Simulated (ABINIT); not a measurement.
# GaN (F-43m) in ABINIT: a series of runs

One crystal, GaN, is run at these levels: AM05, r2SCAN, SCAN, revPBE, PW91; tasks: single point.

All numbers are computed with ABINIT 10.8.3 (patched build); they aren't measurements. Logs are shortened: lines on timing, memory, paths and dates and some standing lists are left out, and cuts for length are marked. The log counts tension as positive stress, the text compression.

**The experiment to reproduce.**

From a printed reference work, textbook, for a bulk crystal of GaN at 0 K: band gap 3.299 eV (direct).

The results are compared with them further down.

## Step 1: The crystal as given

The structure is cubic, space group F-43m (No. 216). Conventional cell: a = 4.507 Å, b = 4.507 Å, c = 4.507 Å, α = 90.00°, β = 90.00°, γ = 90.00°. Ga (site symmetry -43m) is surrounded by 4 N at 1.95 Å. N (site symmetry -43m) has 4 Ga at 1.95 Å as nearest neighbours.

The cell is a database's computed one.

## Step 2: Single point, AM05

run.abi reads:

```
pp_dirpath "./"
pseudos "Ga.GGA_PBE-JTH.xml, N.GGA_PBE-JTH.xml"

acell 6.0224269985 6.0224269985 6.0224269985
rprim
     0.0000000000     0.7071067812     0.7071067812
     0.7071067812     0.0000000000     0.7071067812
     0.7071067812     0.7071067812     0.0000000000
ntypat 2
znucl 31 7
natom 2
typat 1 2
xcart
     0.0000000000     0.0000000000     0.0000000000
     2.1292494849     2.1292494849     2.1292494849

ecut 31.0
pawecutdg 53.0
pawxcdev 0

kptopt 1
ngkpt 10 10 10
nshiftk 1
shiftk 0.0 0.0 0.0

ixc -120135

nband 13
occopt 3
tsmear 0.05 eV

nstep 100
tolvrs 1.0e-9

iomode 3
prtwf 0
prtden 0
prteig 0
prtebands 0
enunit 1
```

Potentials or basis: JTH PAW PBE v2.0.

The run is started by

```sh
$ abinit run.abi > log 2>&1
```

run.abo:

```text
.Version 10.8.3 of ABINIT
 Symmetries : space group F-4 3 m (#216); Bravais cF (face-center cubic)
================================================================================
 Values of the parameters that define the memory need of the present run
     intxc =       0    ionmov =       0      iscf =      17    lmnmax =      18
     lnmax =       6     mgfft =      32  mpssoang =       3    mqgrid =    3001
     natom =       2  nloc_mem =       2    nspden =       1   nspinor =       1
    nsppol =       1      nsym =      24    n1xccc =       1    ntypat =       2
    occopt =       3   xclevel =       2
       mpw =        1296          nfft =       32768          nkpt =          47
 PAW method is used; the additional fine FFT grid is defined by:
   mgfftf=        40    nfftf =     64000
================================================================================
================================================================================

--------------------------------------------------------------------------------
------------- Echo of variables that govern the present computation ------------
--------------------------------------------------------------------------------
 -outvars: echo values of preprocessed input variables --------
            acell      6.0224269985E+00  6.0224269985E+00  6.0224269985E+00 Bohr
              amu      6.97230000E+01  1.40067400E+01
             ecut      3.10000000E+01 Hartree
           enunit           1
              ixc     -120135
         kptrlatt       10    0    0      0   10    0      0    0   10
          kptrlen      6.02242700E+01
            natom           2
            nband          13
            ngfft          32      32      32
          ngfftdg          40      40      40
             nkpt          47
            nstep         100
             nsym          24
           ntypat           2
           occopt           3
        pawecutdg      5.30000000E+01 Hartree
         pawxcdev           0
           prtden           0
        prtebands           0
           prteig           0
            prtwf           0
            rprim      0.0000000000E+00  7.0710678120E-01  7.0710678120E-01
                       7.0710678120E-01  0.0000000000E+00  7.0710678120E-01
                       7.0710678120E-01  7.0710678120E-01  0.0000000000E+00
          spgroup         216
           tolvrs      1.00000000E-09
           tsmear      1.83746611E-03 Hartree
            typat      1  2
           useylm           1
           xangst      0.0000000000E+00  0.0000000000E+00  0.0000000000E+00
                       1.1267503030E+00  1.1267503030E+00  1.1267503030E+00
            xcart      0.0000000000E+00  0.0000000000E+00  0.0000000000E+00
                       2.1292494850E+00  2.1292494850E+00  2.1292494850E+00
             xred      0.0000000000E+00  0.0000000000E+00  0.0000000000E+00
                       2.5000000000E-01  2.5000000000E-01  2.5000000000E-01
            znucl       31.00000    7.00000

================================================================================

 chkinp: Checking input parameters for consistency.

================================================================================
== DATASET  1 ==================================================================

--- !DatasetInfo
iteration_state: {dtset: 1, }
dimensions: {natom: 2, nkpt: 47, mband: 13, nsppol: 1, nspinor: 1, nspden: 1, mpw: 1296, }
cutoff_energies: {ecut:  31.0, pawecutdg:  53.0, }
electrons: {nelect:   1.80000000E+01, charge:   0.00000000E+00, occopt:   3.00000000E+00, tsmear:   1.83746611E-03, }
meta: {optdriver: 0, ionmov: 0, optcell: 0, iscf: 17, paral_kgb: 0, }
...

 Real(R)+Recip(G) space primitive vectors, cartesian coordinates (Bohr,Bohr^-1):
 R(1)=  0.0000000  4.2584990  4.2584990  G(1)= -0.1174123  0.1174123  0.1174123
 R(2)=  4.2584990  0.0000000  4.2584990  G(2)=  0.1174123 -0.1174123  0.1174123
 R(3)=  4.2584990  4.2584990  0.0000000  G(3)=  0.1174123  0.1174123 -0.1174123
 Unit cell volume ucvol=  1.5445417E+02 bohr^3
 Angles (23,13,12)=  6.00000000E+01  6.00000000E+01  6.00000000E+01 degrees

 Coarse grid specifications (used for wave-functions):

 getcut: wavevector=  0.0000  0.0000  0.0000  ngfft=  32  32  32
         ecut(hartree)=     31.000   => boxcut(ratio)=   2.11998

 Fine grid specifications (used for densities):

 getcut: wavevector=  0.0000  0.0000  0.0000  ngfft=  40  40  40
         ecut(hartree)=     53.000   => boxcut(ratio)=   2.02668

--- Pseudopotential description ------------------------------------------------
- pspini: atom type   1  psp file is ./Ga.GGA_PBE-JTH.xml
 Pseudopotential format is: paw10
 basis_size (lnmax)=  6 (lmn_size= 18), orbitals=   0   0   1   1   2   2
 Spheres core radius: rc_sph= 2.10359248
 Shapefunction is BESSEL type: shapef(r,l)=aa(1,l)*jl(q(1,l)*r)+aa(2,l)*jl(q(2,l)*r)
 Radius for shape functions =  1.80829011
 Compensation charge density is not taken into account in XC energy/potential

- pspini: atom type   2  psp file is ./N.GGA_PBE-JTH.xml
 Pseudopotential format is: paw10
 basis_size (lnmax)=  4 (lmn_size=  8), orbitals=   0   0   1   1
 Spheres core radius: rc_sph= 1.20497474
 Shapefunction is SIN type: shapef(r)=[sin(pi*r/rshp)/(pi*r/rshp)]**2
 Radius for shape functions =  1.00243812
 Compensation charge density is not taken into account in XC energy/potential

   4.80804022E+02                                ecore*ucvol(ha*bohr**3)
--------------------------------------------------------------------------------

[... 7 lines left out ...]

     iter   Etot(hartree)      deltaE(h)  residm     nres2
 ETOT  1  -88.675830777250    -8.868E+01 7.849E-01 2.120E+01
 ETOT  2  -89.068765919953    -3.929E-01 1.206E-02 3.457E+00
 ETOT  3  -89.066659950191     2.106E-03 1.534E-03 3.667E-01
 ETOT  4  -89.066860697981    -2.007E-04 3.753E-04 7.348E-03
 ETOT  5  -89.066922745980    -6.205E-05 4.150E-04 3.370E-03
 ETOT  6  -89.066933453264    -1.071E-05 3.742E-05 3.681E-04
 ETOT  7  -89.066939117733    -5.664E-06 5.677E-05 3.554E-05
 ETOT  8  -89.066939285091    -1.674E-07 2.478E-05 1.432E-06
 ETOT  9  -89.066939295008    -9.917E-09 7.502E-06 8.406E-08
 ETOT 10  -89.066939296453    -1.445E-09 2.558E-05 5.855E-08
 ETOT 11  -89.066939296452     1.009E-12 6.537E-06 2.354E-09
 ETOT 12  -89.066939296509    -5.736E-11 2.626E-05 1.212E-09
 ETOT 13  -89.066939296509     5.116E-13 6.714E-06 3.786E-10

 At SCF step   13       nres2   =  3.79E-10 < tolvrs=  1.00E-09 =>converged.

 Cartesian components of stress tensor (hartree/bohr^3)
  sigma(1 1)=  1.03082681E-05  sigma(3 2)=  0.00000000E+00
  sigma(2 2)=  1.03082681E-05  sigma(3 1)=  0.00000000E+00
  sigma(3 3)=  1.03082681E-05  sigma(2 1)=  0.00000000E+00

--- !ResultsGS
iteration_state: {dtset: 1, }
comment   : Summary of ground state results
lattice_vectors:
- [  0.0000000,   4.2584990,   4.2584990, ]
- [  4.2584990,   0.0000000,   4.2584990, ]
- [  4.2584990,   4.2584990,   0.0000000, ]
lattice_lengths: [   6.02243,    6.02243,    6.02243, ]
lattice_angles: [ 60.000,  60.000,  60.000, ] # degrees, (23, 13, 12)
lattice_volume:   1.5445417E+02
convergence: {deltae:  5.116E-13, res2:  3.786E-10, residm:  6.714E-06, diffor: null, }
etotal    :  -8.90669393E+01
entropy   :   0.00000000E+00
fermie    :   2.42125746E-01
cartesian_stress_tensor: # hartree/bohr^3
- [  1.03082681E-05,   0.00000000E+00,   0.00000000E+00, ]
- [  0.00000000E+00,   1.03082681E-05,   0.00000000E+00, ]
- [  0.00000000E+00,   0.00000000E+00,   1.03082681E-05, ]
pressure_GPa:  -3.0328E-01
xred      :
- [  0.0000E+00,   0.0000E+00,   0.0000E+00, Ga]
- [  2.5000E-01,   2.5000E-01,   2.5000E-01,  N]
cartesian_forces: # hartree/bohr
- [ -0.00000000E+00,  -0.00000000E+00,  -0.00000000E+00, ]
- [ -0.00000000E+00,  -0.00000000E+00,  -0.00000000E+00, ]
force_length_stats: {min:   0.00000000E+00, max:   0.00000000E+00, mean:   0.00000000E+00, }
...

 Integrated electronic density in atomic spheres:
 ------------------------------------------------
 Atom  Sphere_radius  Integrated_density
    1        2.10359         11.19082264
    2        1.20497          2.55422519

================================================================================

 ----iterations are completed or convergence reached----

 Mean square residual over all n,k,spin=   11.276E-09; max=  67.139E-07
 reduced coordinates (array xred) for    2 atoms
       0.000000000000      0.000000000000      0.000000000000
       0.250000000000      0.250000000000      0.250000000000
 rms dE/dt=  0.0000E+00; max dE/dt=  0.0000E+00; dE/dt below (all hartree)
    1       0.000000000000      0.000000000000      0.000000000000
    2       0.000000000000      0.000000000000      0.000000000000

 cartesian coordinates (angstrom) at end:
    1      0.00000000000000     0.00000000000000     0.00000000000000
    2      1.12675030300373     1.12675030300373     1.12675030300373

 cartesian forces (hartree/bohr) at end:
    1     -0.00000000000000    -0.00000000000000    -0.00000000000000
    2     -0.00000000000000    -0.00000000000000    -0.00000000000000
 frms,max,avg= 0.0000000E+00 0.0000000E+00   0.000E+00  0.000E+00  0.000E+00 h/b

 cartesian forces (eV/Angstrom) at end:
    1     -0.00000000000000    -0.00000000000000    -0.00000000000000
    2     -0.00000000000000    -0.00000000000000    -0.00000000000000
 frms,max,avg= 0.0000000E+00 0.0000000E+00   0.000E+00  0.000E+00  0.000E+00 e/A
 length scales=  6.022426998500  6.022426998500  6.022426998500 bohr
              =  3.186931119771  3.186931119771  3.186931119771 angstroms
 Fermi (or HOMO) energy (eV) =   6.58858   Average Vxc (eV)= -10.85929
 Eigenvalues (   eV  ) for nkpt=  47  k points:
 kpt#   1, nband= 13, wtk=  0.00100, kpt=  0.0000  0.0000  0.0000 (reduced coord)
 -10.22678   -7.77961   -7.77961   -7.77961   -7.46296   -7.46296    5.67177    5.67177
   5.67177    7.41737   15.87986   15.87986   15.87986
 prteigrs : prtvol=0 or 1, do not print more k-points.

--- !EnergyTerms
iteration_state     : {dtset: 1, }
comment             : Components of total free energy in Hartree
kinetic             :  1.08678318212989E+01
hartree             :  2.33549699102753E+01
xc                  : -4.27149114506315E+00
Ewald energy        : -5.83371585563683E+01
psp_core            :  3.11292356461323E+00
local_psp           : -6.48774406361088E+01
PAW spherical_terms :  1.08342767369237E+00
internal            : -8.90669373676604E+01
'-kT*entropy'       : -8.84807018307061E-12
total_energy        : -8.90669373676693E+01
total_energy_eV     : -2.42363483445825E+03
...

--- !EnergyTermsDC
iteration_state     : {dtset: 1, }
comment             : '"Double-counting" decomposition of free energy'
band_energy         : -2.82597996800558E+00
Ewald energy        : -5.83371585563683E+01
psp_core            :  3.11292356461323E+00
xc_dc               : -2.24102961662459E+01
PAW spherical_terms : -8.60642817049330E+00
internal            : -8.90669392964999E+01
'-kT*entropy'       : -8.84807018307061E-12
total_energy_dc     : -8.90669392965087E+01
total_energy_dc_eV  : -2.42363488694464E+03
...

--- !EnergyTermsWithPAWCore
iteration_state     : {dtset: 1, }
comment             : 'Components of total free energy, including PAW core contributions'
Total energy        : -1.99587356237575E+03
Total energy DC     : -1.99587356430459E+03
Total energy (eV)   : -5.43104864039486E+04
Total energy DC (eV): -5.43104864564350E+04
...

 Cartesian components of stress tensor (hartree/bohr^3)
  sigma(1 1)=  1.03082681E-05  sigma(3 2)=  0.00000000E+00
  sigma(2 2)=  1.03082681E-05  sigma(3 1)=  0.00000000E+00
  sigma(3 3)=  1.03082681E-05  sigma(2 1)=  0.00000000E+00

-Cartesian components of stress tensor (GPa)         [Pressure= -3.0328E-01 GPa]
- sigma(1 1)=  3.03279717E-01  sigma(3 2)=  0.00000000E+00
- sigma(2 2)=  3.03279717E-01  sigma(3 1)=  0.00000000E+00
- sigma(3 3)=  3.03279717E-01  sigma(2 1)=  0.00000000E+00

== END DATASET(S) ==============================================================
================================================================================

 -outvars: echo values of variables after computation  --------
            acell      6.0224269985E+00  6.0224269985E+00  6.0224269985E+00 Bohr
           etotal     -8.9066939297E+01
            fcart     -0.0000000000E+00 -0.0000000000E+00 -0.0000000000E+00
                      -0.0000000000E+00 -0.0000000000E+00 -0.0000000000E+00
            rprim      0.0000000000E+00  7.0710678120E-01  7.0710678120E-01
                       7.0710678120E-01  0.0000000000E+00  7.0710678120E-01
                       7.0710678120E-01  7.0710678120E-01  0.0000000000E+00
           strten      1.0308268073E-05  1.0308268073E-05  1.0308268073E-05
                       0.0000000000E+00  0.0000000000E+00  0.0000000000E+00
           xangst      0.0000000000E+00  0.0000000000E+00  0.0000000000E+00
                       1.1267503030E+00  1.1267503030E+00  1.1267503030E+00
             xred      0.0000000000E+00  0.0000000000E+00  0.0000000000E+00
                       2.5000000000E-01  2.5000000000E-01  2.5000000000E-01
 Calculation completed.
```

Wall time 28 s (1 thread of Arm Neoverse V2, shared host); peak memory 0.12 GiB.

Results:

* Free energy: -2423.6349 eV
* Pressure: -0.3 GPa
* Band gap on the k mesh: 1.75 eV, direct
* Valence electrons inside the program's atomic spheres: Ga 11.19; N 2.55

Caveat: the PAW data sets were made with another functional, which shifts forces and pressure a little.

## Step 3: Single point, r2SCAN

run.abi, as its differences from that of step 2:

```diff
@@ -18,3 +18,2 @@
 pawecutdg 53.0
-pawxcdev 0
 
@@ -25,3 +24,5 @@
 
-ixc -120135
+ixc -497498
+usekden 1
+pawxcdev 0
 
@@ -32,3 +33,3 @@
 nstep 100
-tolvrs 1.0e-9
+tolvrs 1.0e-7
```

Potentials or basis: JTH PAW PBE v2.0.

The run is started by

```sh
$ abinit run.abi > log 2>&1
```

Wall time 75 s (1 thread of Arm Neoverse V2, shared host); peak memory 0.13 GiB.

Results (log left out):

```yaml
Free_energy: -2232.0606 eV
Pressure: 2.3 GPa
Band_gap_on_the_k_mesh: 2.13 eV, direct
Valence_electrons_inside_the_program's_atomic_spheres: Ga 11.17; N 2.57
```

Levels at points of the mesh, in eV from the valence-band top:
| k point | band 7 | band 8 | band 9 | band 10 | band 11 | band 12 |
| --- | --- | --- | --- | --- | --- | --- |
| (0.00, 0.00, 0.00) | 0.00 | 0.00 | 0.00 | 2.13 | 11.01 | 11.01 |
| (0.50, 0.00, 0.00) | -7.18 | -1.00 | -1.00 | 5.18 | 9.44 | 11.00 |
| (0.50, 0.50, 0.00) | -6.23 | -2.79 | -2.79 | 3.74 | 7.25 | 12.59 |

Caveat: totals of a meta-GGA on PAW files have another zero than those of a GGA; the PAW data sets were made with another functional, which shifts forces and pressure a little.

## Step 4: Single point, SCAN

run.abi, as its differences from that of step 3:

```diff
@@ -24,3 +24,3 @@
 
-ixc -497498
+ixc -263267
 usekden 1
```

The run is started by

```sh
$ abinit run.abi > log 2>&1
```

Wall time 80 s (1 thread of Arm Neoverse V2, shared host); peak memory 0.13 GiB.

The run converged. Its results:

```
Free energy                                           : -2240.0845 eV
Pressure                                              : 1.5 GPa
Band gap on the k mesh                                : 2.08 eV, direct
Valence electrons inside the program's atomic spheres : Ga 11.18; N 2.57
```

Levels at points of the mesh, in eV from the valence-band top:
| k point | band 5 | band 6 | band 7 | band 8 | band 9 | band 10 | band 11 | band 12 | band 13 |
| --- | --- | --- | --- | --- | --- | --- | --- | --- | --- |
| (0.00, 0.00, 0.00) | -13.45 | -13.45 | 0.00 | 0.00 | 0.00 | 2.08 | 10.94 | 10.94 | 10.94 |
| (0.50, 0.00, 0.00) | -13.40 | -12.34 | -7.19 | -1.00 | -1.00 | 5.12 | 9.40 | 10.96 | 10.96 |
| (0.50, 0.50, 0.00) | -13.37 | -11.96 | -6.25 | -2.79 | -2.79 | 3.74 | 7.19 | 12.54 | 14.87 |

Caveat: totals of a meta-GGA on PAW files have another zero than those of a GGA; the PAW data sets were made with another functional, which shifts forces and pressure a little.

## Step 5: Single point, revPBE

run.abi, as its differences from that of step 4:

```diff
@@ -18,2 +18,3 @@
 pawecutdg 53.0
+pawxcdev 0
 
@@ -24,5 +25,3 @@
 
-ixc -263267
-usekden 1
-pawxcdev 0
+ixc 14
 
@@ -33,3 +32,3 @@
 nstep 100
-tolvrs 1.0e-7
+tolvrs 1.0e-9
```

The run is started by

```sh
$ abinit run.abi > log 2>&1
```

It took 24 s on 1 thread of Arm Neoverse V2, shared host; peak memory 0.12 GiB.

The run converged. Its results:

```
Free energy                                           : -2423.5717 eV
Pressure                                              : 8.7 GPa
Band gap on the k mesh                                : 1.73 eV, direct
Valence electrons inside the program's atomic spheres : Ga 11.18; N 2.57
```

Levels at points of the mesh, in eV from the valence-band top:
```
           k point  band 6  band 7  band 8  band 9  band 10  band 11  band 12  band 13
(0.00, 0.00, 0.00)  -13.14    0.00    0.00    0.00     1.73    10.35    10.35    10.35
(0.50, 0.00, 0.00)  -11.91   -7.01   -0.97   -0.97     4.68     8.77    10.39    10.39
(0.50, 0.50, 0.00)  -11.49   -6.10   -2.70   -2.70     3.38     6.71    11.78    14.02
```

Caveat: the PAW data sets were made with another functional, which shifts forces and pressure a little.

[end of part 1 of 2]
